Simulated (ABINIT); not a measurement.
Runs of ABINIT 10.8.3 (patched build) on Mg. Symmetry: P6_3/mmc, No. 194, hexagonal system. The conventional cell has a = 3.209 Å, b = 3.209 Å, c = 5.210 Å, α = 90.00°, β = 90.00°, γ = 120.00°. Mg (site symmetry -6m2) has 12 Mg at 3.20 to 3.21 Å as nearest neighbours. 

| task | level | potentials or basis | cell | k mesh | cutoff (eV) | fine-grid cutoff | cell freedom (optcell) | cutoff smearing ecutsm (Ha) | optimiser (ionmov) | force stop (Ha/bohr) | mesh quality | gap on the mesh (eV) | pressure (GPa) | V0 of scaled cells (Å³/atom) | B0 (GPa) |
| --- | --- | --- | --- | --- | --- | --- | --- | --- | --- | --- | --- | --- | --- | --- | --- |
| band structure | revPBE | JTH PAW PBE v2.0 | as given | 10 × 10 × 5 | 408 | 816.342 eV | - | - | - | - | not flagged | none | - | - | - |
| equation of state | rPW86PBE | JTH PAW PBE v2.0 | as given | 10 × 10 × 5 | 408 | 816.342 eV | - | - | - | - | not flagged | - | - | (a) | 35 |
| band structure | PBEsol | PseudoDojo NC SR PBEsol v0.4 stringent | as given | 10 × 10 × 5 | 1143 | - | - | - | - | - | not flagged | none | -1.0 | - | - |
| single point | r2SCAN | JTH PAW PBE v2.0 | as given | 6 × 6 × 3 | 490 | 979.61 eV | - | - | - | - | coarse | none | - | - | - |
| relaxation of cell and atoms | PBE+D3(BJ) | JTH PAW PBE v2.0 | relaxed to 1 GPa | 10 × 10 × 5 | 408 | 816.342 eV | 2 | 0.5 | 2 | 0.0001 | not flagged | none | - | - | - |
| band structure | PBE | PseudoDojo NC SR PBE v0.5 standard | as given | 10 × 10 × 5 | 1143 | - | - | - | - | - | not flagged | none | -0.4 | - | - |
| equation of state | PBE | JTH PAW PBE v2.0 | as given | 10 × 10 × 5 | 571 | 1142.88 eV | - | - | - | - | not flagged | - | - | 22.97 | 35 |

Alike in all rows: no spin polarisation; smearing fermi-dirac 0.05 eV.

Fill in the values left out.

(a) 22.86.

Caveats: some runs use coarse meshes; the PAW data sets were made with another functional, which shifts forces and pressure a little (some runs); pressures at fixed basis lie under the slope of the energies (some runs); the cell was scaled at fixed shape and fractional positions, which overstates the stiffness of a crystal with free parameters, most of all of layers and chains (some runs); pairwise dispersion overbinds metals, which lowers pressure and volume (some runs).

A gap of «none» marks a metal or a gap under the smearing width.
